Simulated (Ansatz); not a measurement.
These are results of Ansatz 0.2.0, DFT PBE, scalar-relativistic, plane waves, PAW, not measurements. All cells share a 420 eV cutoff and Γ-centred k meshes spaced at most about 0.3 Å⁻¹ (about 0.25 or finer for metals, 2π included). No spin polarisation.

These are static total energies at zero pressure.

Question: Order these relaxed structures of LiS₃ by energy, lowest first, with the energy over the lowest of them.
A.

```xyz
4
Lattice="4.5478 0.0000 0.0000 0.0000 4.5478 0.0000 0.0000 0.0000 2.9962" Properties=species:S:1:pos:R:3 pbc="T T T"
Li    0.0000    0.0000    0.0000
S     0.0000    2.2739    1.4981
S     2.2739    0.0000    1.4981
S     2.2739    2.2739    0.0000
```

B.

```xyz
4
Lattice="4.4096 0.0000 0.0000 0.0000 4.4096 0.0000 0.0000 0.0000 4.4096" Properties=species:S:1:pos:R:3 pbc="T T T"
Li    0.0000    0.0000    0.0000
S     2.2048    0.0000    0.0000
S     0.0000    2.2048    0.0000
S     0.0000    0.0000    2.2048
```

C.

```xyz
4
Lattice="4.4516 0.0000 0.0000 0.0000 4.4516 0.0000 0.0000 0.0000 4.8603" Properties=species:S:1:pos:R:3 pbc="T T T"
Li    0.0000    0.0000    3.9600
S     0.0000    2.2258    0.8460
S     2.2258    0.0000    0.8460
S     0.0000    0.0000    1.5089
```

D.

```xyz
4
Lattice="-2.5135 2.5135 2.5135 2.5135 -2.5135 2.5135 2.5135 2.5135 -2.5135" Properties=species:S:1:pos:R:3 pbc="T T T"
Li    0.0000    0.0000    0.0000
S     2.5135    0.0000    0.0000
S     0.0000    2.5135    0.0000
S     0.0000    0.0000    2.5135
```

E.

```xyz
8
Lattice="5.0201 0.0000 0.0000 0.0000 5.0201 0.0000 0.0000 0.0000 5.0201" Properties=species:S:1:pos:R:3 pbc="T T T"
Li    0.0000    0.0000    0.0000
Li    2.5101    2.5101    2.5101
S     1.2550    0.0000    2.5101
S     3.7651    0.0000    2.5101
S     0.0000    2.5101    1.2550
S     0.0000    2.5101    3.7651
S     2.5101    3.7651    0.0000
S     2.5101    1.2550    0.0000
```

Answer: D (0 meV/atom), C (270 meV/atom), A (437 meV/atom), E (518 meV/atom), B (955 meV/atom). Forms: D Im-3m; C P4mm; A P4/mmm; E Pm-3n; B ReO3 type, Pm-3m. Counting S atoms around Li (those within 1.25 times the shortest such distance or 1.15 times the sum of covalent radii; a plus sign parts nearer from farther groups; the shortest distance is added where it exceeds 1.18 times the sum of covalent radii): D has Li 6; C has Li 2+4; A has Li 8+4; E has Li 12 from 2.8 Å; B has Li 6. C holds S–S nets (shortest 2.32 Å) (bonds between like non-metal atoms; other contacts aren't counted). All come from invented guesses.

In Im-3m, P4mm, P4/mmm, Pm-3m an odd number of electrons in the primitive cell allows no gap without spin; a larger cell or a magnetic state could open one. Cells relaxed within their symmetry can be saddle points. Some candidate types were left out of the draw beforehand, so a known form may be missing.
